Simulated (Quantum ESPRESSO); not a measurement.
Crystal: SrO.

```
CELL_PARAMETERS angstrom
0.00000 2.56630 2.56630
2.56630 0.00000 2.56630
2.56630 2.56630 0.00000
ATOMIC_POSITIONS crystal
Sr 0.50000 0.50000 0.50000
O 0.00000 0.00000 0.00000
```

Base run:

- Program: Quantum ESPRESSO 7.5
- Functional: PBE
- Potentials or basis: SG15 PBE 1.2
- Cutoff: 1197 eV
- Density cutoff: 4789 eV
- k mesh: 6 × 6 × 6
- Occupations: fermi-dirac, width 0.05 eV
- Spin: no spin polarisation

Its results: band gap on the k mesh 3.31 eV, indirect (least direct gap 3.39 eV); pressure 3.2 GPa.

**Question.** The run is repeated on the same cell with these changes: functional from PBE to r2SCAN; k mesh from 6 × 6 × 6 to 7 × 7 × 7. What comes out?

**Answer.** Band gap on the k mesh 3.92 eV, indirect (least direct gap 4.01 eV); pressure 1.4 GPa.

Several settings changed at once, so the effect can't be laid on one alone.

Caveats: the potentials were made for another functional, which shifts forces and pressure (some runs); the mesh misses the band edges, which the band path finds closer together (some runs).
